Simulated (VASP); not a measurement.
# Fe (Im-3m) in VASP: notebook

The runs below take Fe through relaxation of cell and atoms, vibrations by finite differences, with PBE.

Everything below comes from runs of VASP 6.6.1. Logs are shortened: lines on timing, memory, paths and dates and some standing lists are left out, and cuts for length are marked.

### Step 1. The crystal as given

Symmetry: Im-3m, No. 229, cubic system. The conventional cell has a = 2.886 Å, b = 2.886 Å, c = 2.886 Å, α = 90.00°, β = 90.00°, γ = 90.00°. Fe (site symmetry m-3m) is surrounded by 8 Fe at 2.50 Å.

### Step 2. Relaxation of cell and atoms, PBE, collinear spin, ferromagnetic start

Contents of INCAR:

```
  PREC = Accurate
  ENCUT = 520
  EDIFF = 1E-7
  ISMEAR = 0
  SIGMA = 0.1
  LREAL = False
  LASPH = True
  NELM = 120
  ALGO = Normal
  ISIF = 3
  LWAVE = False
  LCHARG = False
  ISPIN = 2
  MAGMOM = 2.5
  LORBIT = 11
  LMAXMIX = 4
  GGA = PE
  IBRION = 2
  NSW = 80
  EDIFFG = -0.002
```

Contents of KPOINTS:

```
regular mesh
0
Gamma
  8 8 8
```

Contents of POSCAR:

```
Fe
1.0
   -1.4430000000      1.4430000000      1.4430000000
    1.4430000000     -1.4430000000      1.4430000000
    1.4430000000      1.4430000000     -1.4430000000
Fe
1
Direct
    0.0000000000      0.0000000000      0.0000000000
```

Potentials or basis: VASP PAW PBE potentials, release 64 (Fe).

On the command line:

```bash
$ cat potpaw_PBE.64/Fe/POTCAR > POTCAR
$ mpirun -np 1 vasp_std > vasp.out
```

OUTCAR:

```text
PREC = Accurate
   ENCUT = 520
   EDIFF = 1E-7
   ISMEAR = 0
   LREAL = False
   LASPH = True
   NELM = 120
   ISIF = 3
   ISPIN = 2
   LORBIT = 11
   GGA = PE
   IBRION = 2
   NSW = 80
   EDIFFG = -0.002

 ion  position               nearest neighbor table
   1  0.000  0.000  0.000-

  LATTYP: Found a body centered cubic cell.
 ALAT       =     2.8860000000

  Lattice vectors:

 A1 = (  -1.4430000000,   1.4430000000,   1.4430000000)
 A2 = (   1.4430000000,  -1.4430000000,   1.4430000000)
 A3 = (   1.4430000000,   1.4430000000,  -1.4430000000)

Analysis of symmetry for initial positions (statically):
=====================================================================
 Subroutine PRICEL returns:
 Original cell was already a primitive cell.

 Routine SETGRP: Setting up the symmetry group for a
 body centered cubic supercell.

 Subroutine GETGRP returns: Found 48 space group operations
 (whereof 48 operations were pure point group operations)
 out of a pool of 48 trial point group operations.

The static configuration has the point symmetry O_h .

Analysis of symmetry for dynamics (positions and initial velocities):
=====================================================================
 Subroutine PRICEL returns:
 Original cell was already a primitive cell.

 Routine SETGRP: Setting up the symmetry group for a
 body centered cubic supercell.

 Subroutine GETGRP returns: Found 48 space group operations
 (whereof 48 operations were pure point group operations)
 out of a pool of 48 trial point group operations.

The dynamic configuration has the point symmetry O_h .

Analysis of structural, dynamic, and magnetic symmetry:
=====================================================================
 Subroutine PRICEL returns:
 Original cell was already a primitive cell.

 Routine SETGRP: Setting up the symmetry group for a
 body centered cubic supercell.

 Subroutine GETGRP returns: Found 48 space group operations
 (whereof 48 operations were pure point group operations)
 out of a pool of 48 trial point group operations.

The overall configuration has the point symmetry O_h .

 Subroutine INISYM returns: Found 48 space group operations
 (whereof 48 operations are pure point group operations),
 and found     1 'primitive' translations

----------------------------------------------------------------------------------------

                                     Primitive cell

  volume of cell :      12.0187

  direct lattice vectors                    reciprocal lattice vectors
    -1.443000000  1.443000000  1.443000000     0.000000000  0.346500347  0.346500347
     1.443000000 -1.443000000  1.443000000     0.346500347  0.000000000  0.346500347
     1.443000000  1.443000000 -1.443000000     0.346500347  0.346500347  0.000000000

  length of vectors
     2.499349315  2.499349315  2.499349315     0.490025489  0.490025489  0.490025489

  position of ions in fractional coordinates (direct lattice)
     0.000000000  0.000000000  0.000000000

  ion indices of the primitive-cell ions
   primitive index   ion index
                 1           1

----------------------------------------------------------------------------------------

 KPOINTS: regular mesh

Automatic generation of k-mesh.
 Grid dimensions read from file:
 generate k-points for:    8    8    8

 Generating k-lattice:

  Cartesian coordinates                     Fractional coordinates (reciprocal lattice)
     0.000000000  0.043312543  0.043312543     0.125000000  0.000000000  0.000000000
     0.043312543  0.000000000  0.043312543     0.000000000  0.125000000  0.000000000
     0.043312543  0.043312543  0.000000000     0.000000000  0.000000000  0.125000000

  Length of vectors
     0.061253186  0.061253186  0.061253186

  Shift w.r.t. Gamma in fractional coordinates (k-lattice)
     0.000000000  0.000000000  0.000000000

 Subroutine IBZKPT returns following result:
 ===========================================

 Found     29 irreducible k-points:

 Following reciprocal coordinates:
            Coordinates               Weight
  0.000000  0.000000  0.000000      1.000000
  0.125000  0.000000  0.000000     12.000000
  0.250000  0.000000  0.000000     12.000000
  0.375000  0.000000  0.000000     12.000000
  0.500000  0.000000  0.000000      6.000000
  0.125000  0.125000  0.000000     24.000000
[... 16 lines left out ...]
 -0.250000  0.250000  0.250000      6.000000
 -0.375000  0.375000  0.250000     24.000000
 [... further k-points ...]
   k-points           NKPTS =     29   k-points in BZ     NKDIM =     29   number of bands    NBANDS=      9
   number of dos      NEDOS =    301   number of ions     NIONS =      1
   total plane-waves  NPLWV =   8000
   dimension x,y,z NGX =    20 NGY =   20 NGZ =   20
   dimension x,y,z NGXF=    40 NGYF=   40 NGZF=   40
   ions per type =               1
   NGX,Y,Z   is equivalent  to a cutoff of  13.30, 13.30, 13.30 a.u.
   NGXF,Y,Z  is equivalent  to a cutoff of  26.61, 26.61, 26.61 a.u.
 SYSTEM =  unknown system
   PREC   = accura    normal or accurate (medium, high low for compatibility)
   ISTART =      0    job   : 0-new  1-cont  2-samecut
   ICHARG =      2    charge: 1-file 2-atom 10-const
   ISPIN  =      2    spin polarized calculation?
   LNONCOLLINEAR =      F non collinear calculations
   LSORBIT =      F    spin-orbit coupling
   LASPH  =      T    aspherical Exc in radial PAW
   ENCUT  =  520.0 eV  38.22 Ry    6.18 a.u.   4.65  4.65  4.65*2*pi/ulx,y,z
   NELM   =    120;   NELMIN=  2; NELMDL= -5     # of ELM steps
   EDIFF  = 0.1E-06   stopping-criterion for ELM
   LREAL  =      F    real-space projection
   EDIFFG = -.2E-02   stopping-criterion for IOM
   NSW    =     80    number of steps for IOM
   IBRION =      2    ionic relax: 0-MD 1-quasi-New 2-CG
   NFREE  =      1    steps in history (QN), initial steepest desc. (CG)
   ISIF   =      3    stress and relaxation
   ISYM   =      2    0-nonsym 1-usesym 2-fastsym
   POTIM  = 0.5000    time-step for ionic-motion
   TEBEG  =    0.0;   TEEND  =   0.0 temperature during run
   PSTRESS=    0.0 pullay stress
   NELECT =       8.0000    total number of electrons
   NUPDOWN=      -1.0000    fix difference up-down
   EMIN   =  10.00;   EMAX   =-10.00  energy-range for DOS
   EFERMI =   0.00;   METHOD = LEGACY
   ISMEAR =     0;   SIGMA  =   0.10  broadening in eV -4-tet -1-fermi 0-gaus
   EFERMI_NEDOS =   21; number of points for ismear=-14 and -15
   IALGO  =     38    algorithm
   IMIX   =      4    mixing-type and parameters
     AMIX     =   0.40;   BMIX     =  1.00
     AMIX_MAG =   1.60;   BMIX_MAG =  1.00
  volume/ion in A,a.u.               =      12.02        81.11
  Fermi-wavevector in a.u.,A,eV,Ry     =   1.429394  2.701162 27.798962  2.043166
  Thomas-Fermi vector in A             =   2.549352
   LORBIT       =     11    0 simple, 1 ext, 2 COOP (PROOUT), +10 PAW based schemes
   GGA     = PE    functional components
   LHFCALC =     F    Hartree Fock is set to
   AEXX    =    0.0000 exact exchange contribution
   IVDW    =     0    specifies the selected vdW correction
   LEPSILON=     F    determine dielectric tensor
   LRPA    =     F    only Hartree local field effects (RPA)
 conjugate gradient relaxation of ions
 spin polarized calculation
 Gauss-broadening in eV      SIGMA  =   0.10
  energy-cutoff  :      520.00
  volume of cell :       12.02
 maximum number of plane-waves:       336
   NGX =  9   NGY =  9   NGZ =  9

--------------------------------------- Ionic step        1  -------------------------------------------

 number of electron       7.9999995 magnetization       2.3610658

 Free energy of the ion-electron system (eV)
  ---------------------------------------------------
  ext. energy  EPLUGINS =         0.00000000
  ---------------------------------------------------
  free energy    TOTEN  =        -8.21876069 eV

  energy without entropy =       -8.21459790  energy(sigma->0) =       -8.21667929

------------------------ aborting loop because EDIFF is reached ----------------------------------------

  FORCE on cell =-STRESS in cart. coord.  units (eV):
  Direction    XX          YY          ZZ          XY          YZ          ZX
  --------------------------------------------------------------------------------------
  -------------------------------------------------------------------------------------
  Total       -0.5692665     -0.5692665     -0.5692665      0.0000000      0.0000000     -0.0000000
  in kB      -75.8869767    -75.8869767    -75.8869767      0.0000000      0.0000000     -0.0000000
  external PRESSURE =     -75.8869767 kB  Pullay stress =       0.0000000 kB
[... 90 lines left out ...]
  energy  without entropy=       -8.2252180079  energy(sigma->0) =       -8.22765305

--------------------------------------- Ionic step        4  -------------------------------------------

 number of electron       8.0000003 magnetization       2.3440927

 Free energy of the ion-electron system (eV)
  ---------------------------------------------------
  ext. energy  EPLUGINS =         0.00000000
  ---------------------------------------------------
  free energy    TOTEN  =        -8.23069023 eV

  energy without entropy =       -8.22653070  energy(sigma->0) =       -8.22861047

 E-fermi :   5.6656     XC(G=0): -13.0236

 val. band max:        5.6574859801   @ k =   0.1250   0.1250   0.1250
 cond. band min:       5.6909456282   @ k =   0.5000   0.5000   0.5000
 fundamental gap:      0.0334596481
 Fermi energy:         5.6655531411

 spin component 1

 k-point     1 :       0.0000    0.0000    0.0000
  band No.  band energies     occupation
      1      -2.6752      1.00000
      2       3.3329      1.00000
      3       3.3329      1.00000
      4       3.3329      1.00000
      5       4.5760      1.00000
      6       4.5760      1.00000
      7      30.5428      0.00000
      8      30.5428      0.00000
      9      30.5428      0.00000
[... 265 lines left out ...]
 k-point    24 :      -0.3750    0.3750    0.2500
  band No.  band energies     occupation
      1       1.5991      1.00000
      2       2.0954      1.00000
      3       3.7855      1.00000
      4       4.2084      1.00000
      5       5.3277      1.00000
      6       7.9380      0.00000
      7      17.3107      0.00000
      8      20.2214      0.00000
      9      22.9555      0.00000

 [... further k-points ...]

 spin component 2

 k-point     1 :       0.0000    0.0000    0.0000
  band No.  band energies     occupation
      1      -2.5073      1.00000
      2       5.4524      0.99872
      3       5.4524      0.99871
      4       5.4525      0.99871
      5       7.3983      0.00000
      6       7.3984      0.00000
      7      30.2657      0.00000
      8      30.2657      0.00000
      9      30.2657      0.00000
[... 304 lines left out ...]
  FREE ENERGIE OF THE ION-ELECTRON SYSTEM (eV)
  ---------------------------------------------------
  free  energy   TOTEN  =        -8.2306902260 eV

  energy  without entropy=       -8.2265307042  energy(sigma->0) =       -8.22861047

 reached required accuracy - stopping structural energy minimisation

 total charge

# of ion       s       p       d       tot
------------------------------------------
    1        0.480   0.530   6.227   7.236

 magnetization (x)

# of ion       s       p       d       tot
------------------------------------------
    1       -0.015  -0.061   2.422   2.346
```

It took 28 s on 1 thread of Intel Xeon Platinum 8375C at 2.90GHz (Ice Lake), shared host; peak memory 0.14 GiB.

What came out:

```yaml
Free_energy: -8.2307 eV
Relaxed_volume: 11.54 Å³/atom
Relaxed_cell: a = 2.466 Å, b = 2.466 Å, c = 2.466 Å, α = 109.47°, β = 109.47°, γ = 109.47°
Space_group_after_relaxing_to_0.05_Å: Im-3m (No. 229)
Energy_gained_by_relaxing: 11.9 meV/atom
Ionic_steps: 4
Pressure_after_relaxing: 0.0 GPa
Band_gap_on_the_k_mesh: none (metal or under the smearing width)
Net_moment: 2.34 μB per cell
Site_moments: Fe +2.35 μB
Valence_electrons_inside_the_program's_atomic_spheres: Fe 7.24
```

The path:
| step | energy change (eV) | largest force (eV/Å) | pressure (GPa) | volume (Å³) |
| --- | --- | --- | --- | --- |
| 1 | 0.0000 | 0.0000 | -7.59 | 12.02 |
| 2 | -0.0092 | 0.0000 | 2.87 | 11.06 |
| 3 | -0.0113 | 0.0000 | 1.82 | 11.43 |
| 4 | -0.0119 | 0.0000 | -0.01 | 11.54 |

Final structure:
```yaml
crystal:
  lattice:
    - [-1.42351, 1.42351, 1.42351]
    - [1.42351, -1.42351, 1.42351]
    - [1.42351, 1.42351, -1.42351]
  atoms:
    - { symbol: Fe, position: [0.00000, 0.00000, 0.00000] }
```

Levels at points of the mesh, in eV from the Fermi level:
Spin up:
```csv
k point,band 3,band 4,band 5,band 6,band 7,band 8
"(0.00, 0.00, 0.00)",-2.33,-2.33,-1.09,-1.09,24.88,24.88
"(0.50, 0.00, 0.00)",-1.05,-0.91,0.29,0.53,7.19,18.25
"(0.50, 0.50, 0.50)",0.03,0.03,0.03,9.82,9.82,9.82
```
Spin down:
```
           k point  band 1  band 2  band 3  band 4  band 5  band 6
(0.00, 0.00, 0.00)   -8.17   -0.21   -0.21   -0.21    1.73    1.73
(0.50, 0.00, 0.00)   -3.49   -1.48    0.63    1.61    1.99    2.74
(0.50, 0.50, 0.50)   -2.89   -2.89    2.44    2.44    2.44   10.12
```

Caveat: the k mesh is coarse (spacing up to 0.38 Å⁻¹), so the values aren't converged.

### Step 3. Relaxation of cell and atoms, PBE, collinear spin, ferromagnetic start

This run uses another cell than the first one, of 11.54 Å³/atom, 0.960 times its volume.

INCAR is that of step 2.

KPOINTS is that of step 2.

Contents of POSCAR:

```
Fe                                      
1.0
   -1.4235092416      1.4235092416      1.4235092416
    1.4235092416     -1.4235092416      1.4235092416
    1.4235092416      1.4235092416     -1.4235092416
  Fe            
     1
Direct
     0.0000000000000000    0.0000000000000000    0.0000000000000000
```

Potentials or basis: VASP PAW PBE potentials, release 64 (Fe).

On the command line:

```bash
$ cat potpaw_PBE.64/Fe/POTCAR > POTCAR
$ mpirun -np 1 vasp_std > vasp.out
```

Run time: 11 s. Hardware: 1 thread of Intel Xeon Platinum 8375C at 2.90GHz (Ice Lake), shared host; peak memory 0.12 GiB.

Results (log left out):

```
Free energy                                           : -8.2307 eV
Pressure after relaxing                               : 0.0 GPa
Band gap on the k mesh                                : none (metal or under the smearing width)
Net moment                                            : 2.34 μB per cell
Site moments                                          : Fe +2.35 μB
Valence electrons inside the program's atomic spheres : Fe 7.24
```

Final structure:
```yaml
crystal:
  lattice:
    - [-1.42351, 1.42351, 1.42351]
    - [1.42351, -1.42351, 1.42351]
    - [1.42351, 1.42351, -1.42351]
  atoms:
    - { symbol: Fe, position: [0.00000, 0.00000, 0.00000] }
```

Levels at points of the mesh, in eV from the Fermi level:
Spin up:
| k point | band 3 | band 4 | band 5 | band 6 | band 7 | band 8 |
| --- | --- | --- | --- | --- | --- | --- |
| (0.00, 0.00, 0.00) | -2.33 | -2.33 | -1.09 | -1.09 | 24.88 | 24.88 |
| (0.50, 0.00, 0.00) | -1.05 | -0.91 | 0.29 | 0.53 | 7.19 | 18.25 |
| (0.50, 0.50, 0.50) | 0.03 | 0.03 | 0.03 | 9.82 | 9.82 | 9.82 |
Spin down:
| k point | band 1 | band 2 | band 3 | band 4 | band 5 | band 6 |
| --- | --- | --- | --- | --- | --- | --- |
| (0.00, 0.00, 0.00) | -8.17 | -0.21 | -0.21 | -0.21 | 1.73 | 1.73 |
| (0.50, 0.00, 0.00) | -3.49 | -1.48 | 0.63 | 1.61 | 1.99 | 2.74 |
| (0.50, 0.50, 0.50) | -2.89 | -2.89 | 2.44 | 2.44 | 2.44 | 10.12 |

Caveat: the k mesh is coarse (spacing up to 0.39 Å⁻¹), so the values aren't converged; the relaxation stopped at its first step, so nothing moved.

### Step 4. Vibrations by finite differences, PBE, collinear spin, ferromagnetic start

This run uses another cell than the first one, of 11.54 Å³/atom, 0.960 times its volume.

Contents of INCAR:

```
SYSTEM = Fe
PREC = Accurate ; ENCUT = 520
EDIFF = 1E-8 ; ISMEAR = 0
SIGMA = 0.1 ; LREAL = .False.
LASPH = .True. ; NELM = 120
ALGO = Normal ; ISIF = 3
LWAVE = .False. ; LCHARG = .False.
ISPIN = 2 ; MAGMOM = 2.5
LORBIT = 11 ; LMAXMIX = 4
GGA = PE ; IBRION = 6
NFREE = 2 ; POTIM = 0.015
NSW = 1
```

Contents of KPOINTS:

```
Automatic mesh
0
Gamma
  8 8 8
  0 0 0
```

POSCAR is that of step 3.

On the command line:

```bash
$ cat potpaw_PBE.64/Fe/POTCAR > POTCAR
$ mpirun -np 1 vasp_std > vasp.out
```

Run time: 2.8 min. Hardware: 1 thread of Intel Xeon Platinum 8375C at 2.90GHz (Ice Lake), shared host; peak memory 0.18 GiB.

It converged, with:

```
Net moment                                            : 2.34 μB per cell
Site moments                                          : Fe +2.35 μB
Valence electrons inside the program's atomic spheres : Fe 7.24
Elastic constants C11, C12, C44                       : 271, 138, 99 GPa
Voigt bulk modulus                                    : 183 GPa
```

Elastic tensor in Voigt notation (GPa, in the Cartesian axes of the cell as first typed):
```
271 138 138   0   0   0
138 271 138   0   0   0
138 138 271   0   0   0
  0   0   0  99   0   0
  0   0   0   0  99   0
  0   0   0   0   0  99
```

Clamped-ion elastic tensor (GPa):
```
271 138 138   0   0   0
138 271 138   0   0   0
138 138 271   0   0   0
  0   0   0  99   0   0
  0   0   0   0  99   0
  0   0   0   0   0  99
```

Caveat: the k mesh is coarse (spacing up to 0.39 Å⁻¹), so the values aren't converged; elastic constants of metals need much finer meshes, so these are rough.
